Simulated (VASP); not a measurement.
**BaTiO3: single point with r2SCAN**

The system is BaTiO3.

```
Ba Ti O
1.0
     3.99980    0.02667    0.00000
     0.02667    3.99980    0.00000
     0.00000    0.00000    4.01800
Ba Ti O
1 1 3
Direct
  0.00000 0.00000 0.00000
  0.50000 0.50000 0.49000
  0.50000 0.50000 0.01900
  0.50000 0.00000 0.51700
  0.00000 0.50000 0.51700
```

```yaml
Program: VASP 6.6.1
Task: single point
Functional: r2SCAN
Potentials_or_basis: VASP PAW PBE potentials, release 64 (Ba_sv, Ti_sv, O)
Cutoff: 520 eV
k_mesh: 4 × 4 × 4
Occupations: gaussian, width 0.01 eV
Spin: no spin polarisation
```

```yaml
Pressure: 1.2 GPa
Largest_force: 0.330 eV/Å
Band_gap_on_the_k_mesh: 2.15 eV, indirect (least direct gap 2.40 eV)
```

Forces on the atoms (eV/Å):
```
Ba   0.000  0.000  0.083
Ti   0.000  0.000 -0.155
O    0.000  0.000  0.330
O    0.000  0.000 -0.129
O    0.000  0.000 -0.129
```

Stress tensor (GPa, compression positive):
```
 0.88 -1.80  0.00
-1.80  0.88  0.00
 0.00  0.00  1.87
```

Levels at points of the mesh, in eV from the valence-band top:
| k point | band 18 | band 19 | band 20 | band 21 | band 22 | band 23 |
| --- | --- | --- | --- | --- | --- | --- |
| (0.00, 0.00, 0.00) | -0.34 | -0.33 | -0.25 | 2.15 | 2.33 | 2.38 |
| (0.50, 0.00, 0.00) | -1.73 | -0.98 | -0.88 | 2.49 | 3.84 | 3.87 |
| (0.50, 0.50, 0.00) | -1.02 | -0.97 | -0.09 | 3.87 | 3.90 | 4.31 |
| (0.00, 0.00, 0.50) | -1.92 | -0.80 | -0.68 | 2.30 | 3.89 | 3.91 |
| (0.50, 0.00, 0.50) | -0.93 | -0.91 | -0.17 | 3.86 | 3.91 | 4.29 |
| (0.50, 0.50, 0.50) | -0.10 | -0.08 | 0.00 | 4.51 | 4.53 | 4.54 |

Run time: 86 s on 1 thread of Intel(R) Xeon(R) Platinum 8559C (Emerald Rapids) (shared host), peak memory 0.19 GiB.

Caveat: the PAW data sets were made with another functional, which shifts forces and pressure a little; spin-orbit coupling is left out, which moves the levels of the heavy elements. r2SCAN opens gaps a little over a GGA but as a rule still falls short of measured ones.
